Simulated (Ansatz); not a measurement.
# Cu (fcc): from the first guess to the electronic structure, part 2 of 2

Task: find the zero-pressure cell of Cu (fcc) and describe its electrons. The run doesn't test whether this is the element's stable form.

Ansatz 0.2.0; DFT PBEsol, scalar-relativistic, plane waves, PAW. Earlier steps stand in the parts before.

### Step 4. Stepping to 11.315 Å³/atom

input.yaml reads:

```yaml
crystal:
  lattice:
    - [0.0, 1.7818776702, 1.7818776702]
    - [1.7818776702, 0.0, 1.7818776702]
    - [1.7818776702, 1.7818776702, 0.0]
  atoms:
    - { symbol: Cu, position: [0.0, 0.0, 0.0] }
basis:
  ecutwfc: 420
  ecutrho_ratio: 4
kpoints:
  mp_grid: { grid: [20, 20, 20] }
hamiltonian:
  xc: pbesol
scf:
  occupations: { method: gaussian, width: 0.05 }
output:
  forces: true
  stress: true
  eigenvalues: true
```

Output:

```text
Warning: RAYON_NUM_THREADS=4 ignored (pool sized by the plan → 4); use --threads N
Engine: ansatz 0.2.0, x86_64-unknown-linux-gnu
Pseudopotentials: kind: paw
Pseudopotential: Cu, paw, valence charge 19, recommended cutoff 420 eV (normal), Cu.paw.azcp
Functional definition: PBEsol
  exchange = pbesol_x
  correlation = pbesol_c
Crystal: 1 atoms, lattice volume = 11.315 Å³
Basis set: ecut = 420 eV, 229 PW (Γ), exchange–correlation on 36×36×36 points (8 copies of the dense FFT grid, shifted against one another)
Bands: 14, of which v1, the nominal top of the filled ones, is band 10 counted from 1 (9 counted from 0)
Symmetry: 48 space group operations
Space group: Fm-3m (ITA 225), of the structure as read, at distance tolerance 2.2e-5 Å
k-points: 256 of 8000
Non-local potential: Cu, projectors of the file, l = 0: 3, l = 1: 2, l = 2: 3, l = 3: 1
PAW form: soft (Blöchl's): semilocal exchange-correlation on the pseudo side does not see the compensation charge
PAW frozen core: Cu, regenerated for the run's functional, and the local potential with it (the file was generated under x = pbe(κ = 0.804, μ = 0.2195149727645171), c = pbe(β = 0.06672455060314922))
PAW one-centre angular grid: Cu, 590 points (default); XC on 64 Gauss nodes
Initial density: superposition of atomic densities (neutral atoms: chi_scale 0, normalization atom), corrected by the library's trained network
Initial wavefunctions: pseudopotential atomic-orbital guess
Functional: x = pbesol(κ = 0.804, μ = 0.12345679012345678), c = pbesol(β = 0.046)
SCF iter   1: F=—  HF=-6588.779589 eV  |F-HF|=—  |Δ(HF+E_count)|=         —  Δρ=2.03e-2  dr2=2.38e-2  ethr=1.77e-3  ⟨swp⟩=5.7  Hψ=18120  notcnv=0
preconditioner: auto → none  [metal: Δε(μ)=0.023 eV  Ē_g=17.431 eV  σ=0.050 eV  W_gap=0.25  n_scr=0 (ndim 8)  ℏωp=36.6 eV  f_vac=0.000  D(μ)=0.34/eV (n_scr^D=0)]
SCF iter   2: F=—  HF=-6588.773906 eV  |F-HF|=—  |Δ(HF+E_count)|=   5.68e-3  Δρ=9.40e-4  dr2=4.30e-5  ethr=1.25e-4  ⟨swp⟩=2.8  Hψ=7680  notcnv=0  defer=109
SCF iter   3: F=—  HF=-6588.773892 eV  |F-HF|=—  |Δ(HF+E_count)|=   1.34e-5  Δρ=9.25e-4  dr2=3.68e-5  ethr=2.26e-7  ⟨swp⟩=2.0  Hψ=5926  notcnv=0  defer=109
SCF iter   4: F=—  HF=-6588.773916 eV  |F-HF|=—  |Δ(HF+E_count)|=   2.33e-5  Δρ=6.51e-5  dr2=1.76e-7  ethr=1.94e-7  ⟨swp⟩=1.0  Hψ=3475  notcnv=0  defer=109
iter 5 did not close the SCF: its close was put off for the readings that it lacked (scf_convergence_deferred on its scf_iter line)
SCF iter   5: F=-6588.773915 eV  HF=-6588.773915 eV  |F-HF|=5.37e-11  |Δ(HF+E_count)|=   3.57e-7  Δρ=2.67e-6  dr2=3.71e-10  ethr=9.27e-10  ⟨swp⟩=2.4  Hψ=5120  notcnv=0  defer=109
SCF iter   6: F=-6588.773915 eV  HF=-6588.773915 eV  |F-HF|=0.00e0  |Δ(HF+E_count)|=  3.53e-10  Δρ=1.13e-7  dr2=4.59e-13  ethr=1.95e-12  ⟨swp⟩=2.6  Hψ=11708  notcnv=0
SCF 1 converged in 6 iterations: F = -6588.773915 eV  dr2 = 4.59e-13
SCF converged after 6 iterations
Free energy (F): -6588.773915 eV
Harris-Foulkes:  -6588.773915 eV  (|F-HF|=0.00e0)
Internal energy: -6588.773552 eV  (E = F + TS)
E sigma→0 (E₀):  -6588.773734 eV
Entropy (-TS):   -0.000363 eV (-0.363 meV/atom)
Fermi energy:    17.495796 eV
--- Per-component energies (eV) ---
  E_band       = -345.557453
  E_kinetic    = 300.648829
  E_local      = -3970.336409  (includes V_loc(G=0)·N_el)
  E_nonlocal   = 391.082560
  E_hartree    = 1748.699668
  E_xc         = -89.402395
  E_vxc        = -115.890787  (∫ρ·V_xc dr)
  E_paw        = -1625.817507  (= ΣΔE_a)
  E_vpaw       = -448.461211  (= ΣTr[D̂ρ^β])
  E_aug_tail   = 0.000218  (compensation charges beyond the density's cutoff)
  E_ewald      = -3343.854719
  E_core_change = 0.206202  (= ΣΔE_core)
  E_smearing   = -0.000363  (= −TS)
  E_closure    = -0.000000  (closes the sum)
  Σ components = -6588.773915   (vs F -6588.773915, Δ=0.00e0)
--- Forces (eV/Å), atoms counted from 1 ---
  atom   1  Cu    -0.00000000     0.00000000    -0.00000000
  max |Σ_I F_I| component: 1.31e-31 eV/Å
--- Stress (GPa, compression-positive) ---
       -0.001687       0.000000       0.000000
        0.000000      -0.001687       0.000000
       -0.000000       0.000000      -0.001687
  P = ⅓ Tr σ = -0.0017 GPa (-0.017 kbar)
--- Band table (eV; the first three rows and the last of 256) ---
  k-point 0: bands = ["-94.8323", "-52.2837", "-52.2837", "-52.2837", "7.7438", "14.3883", "14.3883", "14.3883", "15.2901", "15.2901", "40.4555", "43.2736", "43.2736", "43.2736"]
  k-point 1: bands = ["-94.8318", "-52.2868", "-52.2842", "-52.2842", "7.8381", "14.3668", "14.4072", "14.4072", "15.2824", "15.2824", "39.9837", "42.0011", "42.9632", "42.9632"]
  k-point 2: bands = ["-94.8306", "-52.2960", "-52.2855", "-52.2855", "8.1180", "14.3073", "14.4580", "14.4580", "15.2650", "15.2650", "37.9990", "41.2762", "42.3646", "42.3646"]
  k-point 255: bands = ["-94.8096", "-52.3694", "-52.3694", "-52.3335", "13.1680", "13.8235", "13.8235", "15.2397", "16.0583", "23.8404", "23.8404", "26.0249", "26.6350", "46.2869"]
```

Wall time 0.43 s (4 threads of an x86-64 CPU, shared host); peak memory 0.38 GiB.

In short: volume 11.315 Å³/atom, pressure 0.00 GPa, metallic.

### Step 5. The volume search in one table

```csv
step,level,mesh,relaxed,volume (Å³/atom),pressure (GPa)
2,PBEsol,20×20×20,nothing,11.761,-5.91
3,PBEsol,20×20×20,nothing,11.298,0.25
4,PBEsol,20×20×20,nothing,11.315,0.00
```

The cell before and after:

| cell as typed | before | after | change |
| --- | --- | --- | --- |
| a (Å) | 2.553 | 2.520 | -1.3 % |
| b (Å) | 2.553 | 2.520 | -1.3 % |
| c (Å) | 2.553 | 2.520 | -1.3 % |
| volume (Å³/atom) | 11.761 | 11.315 | -3.8 % |
| shortest distance (Å) | 2.553 | 2.520 | -1.3 % |
| space group | Fm-3m | Fm-3m | same |

### Step 6. A single point with the electronic structure

Changes to input.yaml since step 4:

```diff
@@ -12,2 +12,7 @@
   mp_grid: { grid: [20, 20, 20] }
+  band_path:
+    path:
+      - [[0.0, 0.0, 0.0], [0.5, 0.0, 0.5], [0.625, 0.25, 0.625]]
+      - [[0.375, 0.375, 0.75], [0.0, 0.0, 0.0], [0.5, 0.5, 0.5], [0.5, 0.25, 0.75], [0.5, 0.0, 0.5]]
+    npoints: 14
 hamiltonian:
@@ -20 +25,4 @@
   eigenvalues: true
+  populations: true
+  dos: { projected: true, de: 0.02, nscf_kmesh: { grid: [30, 30, 30] } }
+  bader: true
```

Output:

```text
Warning: RAYON_NUM_THREADS=4 ignored (pool sized by the plan → 4); use --threads N
[... 6 set-up lines as earlier in the session ...]
Crystal: 1 atoms, lattice volume = 11.315 Å³
Basis set: ecut = 420 eV, 229 PW (Γ), exchange–correlation on 36×36×36 points (8 copies of the dense FFT grid, shifted against one another)
Bands: 14, of which v1, the nominal top of the filled ones, is band 10 counted from 1 (9 counted from 0)
[... 2 set-up lines as earlier in the session ...]
k-points: 256 of 8000
[... 7 set-up lines as earlier in the session ...]
SCF iter   1: F=—  HF=-6588.779589 eV  |F-HF|=—  |Δ(HF+E_count)|=         —  Δρ=2.03e-2  dr2=2.38e-2  ethr=1.77e-3  ⟨swp⟩=5.7  Hψ=18120  notcnv=0
preconditioner: auto → none  [metal: Δε(μ)=0.023 eV  Ē_g=17.431 eV  σ=0.050 eV  W_gap=0.25  n_scr=0 (ndim 8)  ℏωp=36.6 eV  f_vac=0.000  D(μ)=0.34/eV (n_scr^D=0)]
SCF iter   2: F=—  HF=-6588.773906 eV  |F-HF|=—  |Δ(HF+E_count)|=   5.68e-3  Δρ=9.40e-4  dr2=4.30e-5  ethr=1.25e-4  ⟨swp⟩=2.8  Hψ=7680  notcnv=0  defer=109
SCF iter   3: F=—  HF=-6588.773892 eV  |F-HF|=—  |Δ(HF+E_count)|=   1.34e-5  Δρ=9.25e-4  dr2=3.68e-5  ethr=2.26e-7  ⟨swp⟩=2.0  Hψ=5926  notcnv=0  defer=109
SCF iter   4: F=—  HF=-6588.773916 eV  |F-HF|=—  |Δ(HF+E_count)|=   2.33e-5  Δρ=6.51e-5  dr2=1.76e-7  ethr=1.94e-7  ⟨swp⟩=1.0  Hψ=3475  notcnv=0  defer=109
iter 5 did not close the SCF: its close was put off for the readings that it lacked (scf_convergence_deferred on its scf_iter line)
SCF iter   5: F=-6588.773915 eV  HF=-6588.773915 eV  |F-HF|=5.37e-11  |Δ(HF+E_count)|=   3.57e-7  Δρ=2.67e-6  dr2=3.71e-10  ethr=9.27e-10  ⟨swp⟩=2.4  Hψ=5120  notcnv=0  defer=109
SCF iter   6: F=-6588.773915 eV  HF=-6588.773915 eV  |F-HF|=0.00e0  |Δ(HF+E_count)|=  3.53e-10  Δρ=1.13e-7  dr2=4.59e-13  ethr=1.95e-12  ⟨swp⟩=2.6  Hψ=11708  notcnv=0
SCF 1 converged in 6 iterations: F = -6588.773915 eV  dr2 = 4.59e-13
NSCF: frozen V_eff on 86 k-points
NSCF: frozen V_eff on 752 k-points
SCF converged after 6 iterations
Free energy (F): -6588.773915 eV
Harris-Foulkes:  -6588.773915 eV  (|F-HF|=0.00e0)
Internal energy: -6588.773552 eV  (E = F + TS)
E sigma→0 (E₀):  -6588.773734 eV
Entropy (-TS):   -0.000363 eV (-0.363 meV/atom)
Fermi energy:    17.495796 eV
--- Per-component energies (eV) ---
  E_band       = -345.557453
  E_kinetic    = 300.648829
  E_local      = -3970.336409  (includes V_loc(G=0)·N_el)
  E_nonlocal   = 391.082560
  E_hartree    = 1748.699668
  E_xc         = -89.402395
  E_vxc        = -115.890787  (∫ρ·V_xc dr)
  E_paw        = -1625.817507  (= ΣΔE_a)
  E_vpaw       = -448.461211  (= ΣTr[D̂ρ^β])
  E_aug_tail   = 0.000218  (compensation charges beyond the density's cutoff)
  E_ewald      = -3343.854719
  E_core_change = 0.206202  (= ΣΔE_core)
  E_smearing   = -0.000363  (= −TS)
  E_closure    = -0.000000  (closes the sum)
  Σ components = -6588.773915   (vs F -6588.773915, Δ=0.00e0)
--- Forces (eV/Å), atoms counted from 1 ---
  atom   1  Cu    -0.00000000     0.00000000    -0.00000000
  max |Σ_I F_I| component: 1.40e-31 eV/Å
--- Stress (GPa, compression-positive) ---
       -0.001687       0.000000       0.000000
        0.000000      -0.001687       0.000000
        0.000000       0.000000      -0.001687
  P = ⅓ Tr σ = -0.0017 GPa (-0.017 kbar)
--- Band table (eV; the first three rows and the last of 256) ---
  k-point 0: bands = ["-94.8323", "-52.2837", "-52.2837", "-52.2837", "7.7438", "14.3883", "14.3883", "14.3883", "15.2901", "15.2901", "40.4555", "43.2736", "43.2736", "43.2736"]
  k-point 1: bands = ["-94.8318", "-52.2868", "-52.2842", "-52.2842", "7.8381", "14.3668", "14.4072", "14.4072", "15.2824", "15.2824", "39.9837", "42.0011", "42.9632", "42.9632"]
  k-point 2: bands = ["-94.8306", "-52.2960", "-52.2855", "-52.2855", "8.1180", "14.3073", "14.4580", "14.4580", "15.2650", "15.2650", "37.9990", "41.2762", "42.3646", "42.3646"]
  k-point 255: bands = ["-94.8096", "-52.3694", "-52.3694", "-52.3335", "13.1680", "13.8235", "13.8235", "15.2397", "16.0583", "23.8404", "23.8404", "26.0249", "26.6350", "46.2869"]
--- Löwdin populations: 1 site ---
  site symbol       q [e]
     0     Cu     18.8325
  spilling = 0.008815 (of n_electrons = 19.000000)
--- Bader charges: 1 site ---
  site symbol  charge [e]  shift [e]
     0     Cu      0.0000     0.0000
  estimated error of the sums over rays = 2.0e-7 e
```

It took 1.7 s on 4 threads of an x86-64 CPU, shared host; peak memory 0.39 GiB.

Read off: volume 11.315 Å³/atom, pressure 0.00 GPa, no gap.

Band energies at the corners of the path (eV from the Fermi level), the three nearest on each side:

```csv
point,filled,empty
Γ,-3.11 -2.21 -2.21,
X,-1.61 -1.44 -1.44,1.40
U,-2.85 -2.06 -1.65,4.42 5.88
K,-2.85 -2.06 -1.65,4.42 5.88
L,-1.59 -1.59 -1.19,3.99
W,-3.67 -2.26 -1.44,6.34 6.34
```

Empty levels over 7.0 eV, where the set of bands solved is no longer complete, are left out.

Bands that cross the Fermi level on the path (counted from 0), with the number of crossings: 9: 3.

Counts of states by energy window, in eV from the Fermi level:

```csv
from,to,total,Cu 3d,Cu 4s
-7,-6,0.20,0.04,0.16
-6,-5,0.53,0.31,0.21
-5,-4,1.65,1.52,0.12
-4,-3,2.70,2.59,0.06
-3,-2,3.08,2.99,0.06
-2,-1,2.24,2.16,0.07
-1,0,0.33,0.17,0.12
0,1,0.28,0.08,0.12
1,2,0.26,0.04,0.10
2,3,0.21,0.02,0.06
3,4,0.16,0.01,0.03
4,5,0.27,0.02,0.14
5,6,0.28,0.01,0.11
```

The projection uses the shells of the potentials' files: it has no valence p orbitals on Cu, so such weight is missing from the shares.

### Step 7. Summary of results

The summary covers parts 1 to 2. Changes of volume or cell count from the first structure of part 1.

| quantity | value |
| --- | --- |
| space group | Fm-3m (No. 225) |
| conventional cell | a = 3.564 Å, b = 3.564 Å, c = 3.564 Å, α = 90.00°, β = 90.00°, γ = 90.00° |
| volume | 11.315 Å³/atom |
| pressure | 0.00 GPa |
| gap | none (metal) |
| states at the Fermi level | 0.30 per eV per cell |

**Reading.** Over the 3 runs shown the cell moved from 11.76 to 11.32 Å³/atom, a change of -3.8 %, where the pressure is zero within 0.01 GPa. It comes out metallic. A measured lattice constant a of Cu is 3.615 Å (300 K; quoted in “Multiple origins of extra electron diffractions in fcc metals”, 2023, arxiv:2311.10326); the calculated 3.564 Å misses it by -1.4 %. The calculation is for 0 K without zero-point motion.
